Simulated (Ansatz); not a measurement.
The system is W.

```xyz
1
Lattice="-1.5823 1.5823 1.5823 1.5823 -1.5823 1.5823 1.5823 1.5823 -1.5823" Properties=species:S:1:pos:R:3 pbc="T T T"
W     0.0000    0.0000    0.0000
```

| Quantity | Value |
| --- | --- |
| Program | Ansatz 0.2.0 |
| Task | relaxation of cell and atoms |
| Functional | PBEsol0 |
| Potentials or basis | Ansatz PAW |
| Cutoff | 420 eV (not typed: the program's choice for these potentials) |
| k mesh | 6 × 6 × 6 |
| Occupations | fermi-dirac, width 0.05 eV |
| Spin | no spin polarisation |

At the start: volume 15.85 Å³/atom.

**Question.** How do energy, volume and symmetry change on relaxing?

**Answer.** It ends after 4 steps and the volume is 15.40 Å³/atom (-2.8 %); space group Im-3m (No. 229, to 0.05 Å).

The path:
```tsv
step	energy change (eV)	largest force (eV/Å)	volume (Å³)
1	0.0000	0.0000	15.85
2	-0.0133	0.0000	15.46
3	-0.0135	0.0000	15.40
4	-0.0133	0.0000	15.40
```

Final structure:
```
CELL_PARAMETERS angstrom
-1.56745 1.56745 1.56745
1.56745 -1.56745 1.56745
1.56745 1.56745 -1.56745
ATOMIC_POSITIONS crystal
W 0.00000 0.00000 0.00000
```

Caveat: the k mesh is coarse (spacing up to 0.47 Å⁻¹), so the values aren't converged, least of all with exact exchange; the plane-wave basis is chosen anew once the cell has moved, so the energies of steps on either side of that aren't comparable; the PAW data sets come from PBE, with cores solved anew for the run's functional, which leaves a small shift of forces and pressure.
